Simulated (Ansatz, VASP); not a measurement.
# Cl: VASP beside Ansatz

```
CELL_PARAMETERS angstrom
-1.69429 1.69429 2.57761
1.69429 -1.69429 2.57761
1.69429 1.69429 -2.57761
ATOMIC_POSITIONS crystal
Cl 0.00000 0.00000 0.00000
```

Alike in both runs: task relaxation of cell and atoms; functional r2SCAN; k mesh 8 × 8 × 8; occupations gaussian, width 0.1 eV; no spin polarisation.

|  | VASP | Ansatz |
| --- | --- | --- |
| version | VASP 6.6.1 | Ansatz 0.2.0 |
| potentials or method | VASP PAW PBE potentials, release 64 (Cl) | scalar-relativistic, plane waves, PAW |
| plane-wave cutoff (eV) | 600 | 500 |
| valence electrons in the cell | 7 | 7 |

Ansatz gave:

```
gap on the k mesh at the Fermi level, each at its own relaxed structure (eV) : none
relaxed volume (Å³/atom)                                                     : 23.09
relaxed cell length with the largest relative difference (Å)                 : 3.852
energy change over the relaxation (meV/atom)                                 : -681
```

What did VASP give for the same quantities?

gap on the k mesh at the Fermi level, each at its own relaxed structure (eV): none; relaxed volume (Å³/atom): 23.36; relaxed cell length with the largest relative difference (Å): 3.887; energy change over the relaxation (meV/atom): -683.

A gap of «none» marks a metal or a gap that the smearing closes.

Caveats: the volume moved by over 15 % at a fixed basis, so the end points are rough; the PAW data sets were made with another functional, which shifts forces and pressure a little (VASP); an odd number of electrons without spin polarisation forces a metal; a magnetic or distorted state may lie lower.
